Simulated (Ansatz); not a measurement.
# CHF3 (SMILES FC(F)F) at 5 levels

Aim: a comparison of 5 runs (PBE/STO-3G, UB3LYP/STO-3G, UPBE/STO-3G, revPBE/STO-3G, MP2/STO-3G) of CHF3. 

Program for the calculation: Ansatz 0.2.0.

40 further runs of the same task are left out: 6 that didn't finish, 34 set aside as unsound or not needed.

## 1. The molecule

CHF3: 5 atoms, total charge 0, spin state singlet. SMILES: `FC(F)F`. The C2–F1 distance was set to 2.663 Å, away from the relaxed value. At this shape a bond of the SMILES string is far longer than usual.

Bond lengths: C2–F3 1.331 Å, C2–F4 1.331 Å, C2–H5 1.093 Å. Angles: F3–C2–F4 108.5°, F3–C2–H5 110.4°, F4–C2–H5 110.4°.

## 2. A single-point energy at PBE/STO-3G (run 1)

File job.yaml:

```yaml
crystal:
  periodic: [false, false, false]
  atoms:
    - {symbol: F, position_ang: [-1.356822, -0.715772, 2.151594]}
    - {symbol: C, position_ang: [0.019500, 0.056360, 0.006820]}
    - {symbol: F, position_ang: [1.047350, -0.773770, -0.157470]}
    - {symbol: F, position_ang: [-0.772570, -0.035090, -1.059420]}
    - {symbol: H, position_ang: [0.374370, 1.082210, 0.130870]}
basis:
  gaussian:
    orbitals: STO-3G
hamiltonian:
  xc: pbe
accuracy: high
```

Launch:

```sh
$ ansatz run job.yaml --threads 1 --pin off --max-ram 3480MiB --events-out events.jsonl --progress --plain --runs-dir runs
```

Standard output:

```text
Warning: RAYON_NUM_THREADS=1 ignored (pool sized by the plan → 1); use --threads N
Functional definition: PBE
  name "PBE"
  parameter kappa = 0.804
  parameter beta = 0.06672455060314922
  exchange = pbe_x(kappa = kappa, mu = beta*pi^2/3)
  correlation = pbe_c(beta = beta)
363 factors; integrals over basis functions are off by at most 4.8e-8 eV
mean field evaluation 1: about -9047.6395 eV, gradient 2.1e1 eV
mean field evaluation 2: about -8644.8638 eV, gradient 6.5e1 eV
mean field evaluation 4: about -9047.9355 eV, gradient 2.3e1 eV
mean field evaluation 8: about -9048.7471 eV, gradient 2.2e1 eV
mean field evaluation 16: about -9057.7969 eV, gradient 3.3e-9 eV
mean field -9057.79688164 eV, -332.8678958049 hartree, gradient 1.6e-8 eV, S^2 0.000000; 2 other end points of the search recorded, 0 dependent functions left out
reference -9057.79688276 eV, -332.8678958464 hartree; 17, 17 occupied and 4, 4 virtual orbitals, 363 factors
Total energy: -9057.79688276 eV, -332.8678958464 hartree
```

Wall time 1.1 s (1 thread of Arm Neoverse V2, shared host); peak memory 0.096 GiB.

## 3. The energy at UB3LYP/STO-3G (run 2)

File molecule.yaml:

```yaml
crystal:
  periodic: [false, false, false]
  atoms:
    - symbol: F
      position_ang: [-1.356822, -0.715772, 2.151594]
    - symbol: C
      position_ang: [0.019500, 0.056360, 0.006820]
    - symbol: F
      position_ang: [1.047350, -0.773770, -0.157470]
    - symbol: F
      position_ang: [-0.772570, -0.035090, -1.059420]
    - symbol: H
      position_ang: [0.374370, 1.082210, 0.130870]
basis:
  gaussian:
    orbitals: STO-3G
magnetization:
  spin_polarized: true
hamiltonian:
  xc: {name: B3LYP}
accuracy: high
```

Launch:

```sh
$ ansatz run molecule.yaml --threads 1 --pin off --max-ram 3480MiB --events-out events.jsonl --progress --plain --runs-dir runs
```

Standard output:

```text
Warning: RAYON_NUM_THREADS=1 ignored (pool sized by the plan → 1); use --threads N
Functional definition: B3LYP
  name "B3LYP"
  parameter a0 = 0.2
  parameter ax = 0.72
  parameter ac = 0.81
  exchange = (1 - a0 - ax)*slater_x + ax*b88_x + a0*exact_x
  correlation = (1 - ac)*vwn_rpa_c + ac*lyp_c
363 factors; integrals over basis functions are off by at most 4.8e-8 eV
mean field evaluation 1: about -9055.0429 eV, gradient 1.7e1 eV
mean field evaluation 2: about -8654.7995 eV, gradient 4.8e1 eV
mean field evaluation 4: about -9055.8239 eV, gradient 1.3e1 eV
mean field evaluation 8: about -9055.8491 eV, gradient 1.3e1 eV
mean field evaluation 16: about -9065.5162 eV, gradient 2.4e-8 eV
mean field evaluation 32: about -9055.3514 eV, gradient 1.3e1 eV
mean field -9066.83096039 eV, -333.1998920756 hartree, gradient 9.8e-8 eV, S^2 0.900484; 6 other end points of the search recorded, 0 dependent functions left out
reference -9066.83097990 eV, -333.1998927924 hartree; 17, 17 occupied and 4, 4 virtual orbitals, 363 factors
Total energy: -9066.83097990 eV, -333.1998927924 hartree
```

It took 3.6 s on 1 thread of Arm Neoverse V2, shared host; peak memory 0.13 GiB.

## 4. The energy at UPBE/STO-3G (run 3)

File in.yaml:

```yaml
crystal:
  periodic: [false, false, false]
  atoms:
    - {symbol: F, position_ang: [-1.356822, -0.715772, 2.151594]}
    - {symbol: C, position_ang: [0.019500, 0.056360, 0.006820]}
    - {symbol: F, position_ang: [1.047350, -0.773770, -0.157470]}
    - {symbol: F, position_ang: [-0.772570, -0.035090, -1.059420]}
    - {symbol: H, position_ang: [0.374370, 1.082210, 0.130870]}
basis:
  gaussian: {orbitals: STO-3G}
magnetization: {spin_polarized: true, initial_magnetization: 0}
hamiltonian: {xc: pbe}
accuracy: high
```

Launch:

```sh
$ ansatz run in.yaml --threads 1 --pin off --max-ram 3480MiB --events-out events.jsonl --progress --plain --runs-dir runs
```

Standard output, shortened:

```text
Warning: RAYON_NUM_THREADS=1 ignored (pool sized by the plan → 1); use --threads N
[... 6 set-up lines as earlier in the session ...]
363 factors; integrals over basis functions are off by at most 4.8e-8 eV
mean field evaluation 1: about -9047.6395 eV, gradient 1.5e1 eV
mean field evaluation 2: about -8644.8638 eV, gradient 4.6e1 eV
mean field evaluation 4: about -9047.9355 eV, gradient 1.6e1 eV
mean field evaluation 8: about -9048.7471 eV, gradient 1.6e1 eV
mean field evaluation 16: about -9057.7969 eV, gradient 3.0e-8 eV
mean field evaluation 32: about -9058.1962 eV, gradient 8.9e-2 eV
mean field evaluation 64: about -9057.8127 eV, gradient 3.4e0 eV
mean field evaluation 96: about -9057.8116 eV, gradient 6.1e-2 eV
mean field -9058.19728407 eV, -332.8826103230 hartree, gradient 3.2e-8 eV, S^2 0.740610; 10 other end points of the search recorded, 0 dependent functions left out
reference -9058.19728520 eV, -332.8826103646 hartree; 17, 17 occupied and 4, 4 virtual orbitals, 363 factors
Total energy: -9058.19728520 eV, -332.8826103646 hartree
```

Wall time 6.9 s (1 thread of Arm Neoverse V2, shared host); peak memory 0.13 GiB.

Run 4 isn't shown in full; the table further down has it.

## 5. The energy at MP2/STO-3G (run 5)

Edit in.yaml of step 4 so:

```diff
@@ -9,5 +9,7 @@
 basis:
-  gaussian: {orbitals: STO-3G}
-magnetization: {spin_polarized: true, initial_magnetization: 0}
-hamiltonian: {xc: pbe}
+  gaussian:
+    orbitals: STO-3G
 accuracy: high
+correlation:
+  method: mp2
+  frozen_orbitals: {C: 1, F: 1, H: 0}
```

Launch:

```sh
$ ansatz run in.yaml --threads 1 --pin off --max-ram 3480MiB --events-out events.jsonl --progress --plain --runs-dir runs
```

Standard output, shortened:

```text
Warning: RAYON_NUM_THREADS=1 ignored (pool sized by the plan → 1); use --threads N
Functional definition: HF
  name "HF"
[...]
363 factors; integrals over basis functions are off by at most 4.8e-8 eV
[...]
mean field -9027.61279138 eV, -331.7586509476 hartree, gradient 1.3e-8 eV, S^2 0.000000; 1 other end points of the search recorded, 0 dependent functions left out; unrestricted orbitals would lower it
[...]
unrestricted determinant -9033.79816413 eV, -331.9859592036 hartree, S^2 0.9930
4 core orbitals not correlated: weight in the atoms' cores, before any rotation towards them, 1.000 or more for the frozen orbitals, at most 0.000 for the correlated occupied ones
reference -9027.61279138 eV, -331.7586509476 hartree; 13, 13 occupied and 4, 4 virtual orbitals, 363 factors
second order -6.54400741 eV of doubles, -0.00000000 eV of singles
Total energy: -9034.15679879 eV, -331.9991387841 hartree
```

Wall time 0.16 s (1 thread of Arm Neoverse V2, shared host).

## 6. The series

| run | level | frozen core orbitals | energy (Eh) | wall time |
| --- | --- | --- | --- | --- |
| 1 | PBE/STO-3G | – | -332.867896 | 1.1 s |
| 2 | UB3LYP/STO-3G | – | -333.199893 | 3.6 s |
| 3 | UPBE/STO-3G | – | -332.882610 | 6.9 s |
| 4 | revPBE/STO-3G | – | -333.122079 | 1.1 s |
| 5 | MP2/STO-3G | 4 | -331.999139 | 0.16 s |

## 7. What came out

| quantity | value |
| --- | --- |
| run 5: total energy | -331.99914 Eh |
| run 5: correlation energy (4 core orbitals frozen) | -240.5 mEh |

**Reading.** Totals of different functionals can't be ranked against each other. In run 5 the log says that unrestricted orbitals would lower the reference, so the values rest on an unstable closed-shell determinant (other closed-shell runs at this shape may share the fault). In runs 1, 2, 3, 4, 5 the basis is minimal, so the values are rough. In runs 1, 4, 5 a closed-shell determinant meets a far-stretched bond, which it describes badly. Spin contamination of the reference: run 2 ⟨S²⟩ = 0.90, run 3 ⟨S²⟩ = 0.74. Where it is this large, the reference is a mixture of spin states, and values that rest on it are in doubt. All runs together took 13 s, the longest 6.9 s.
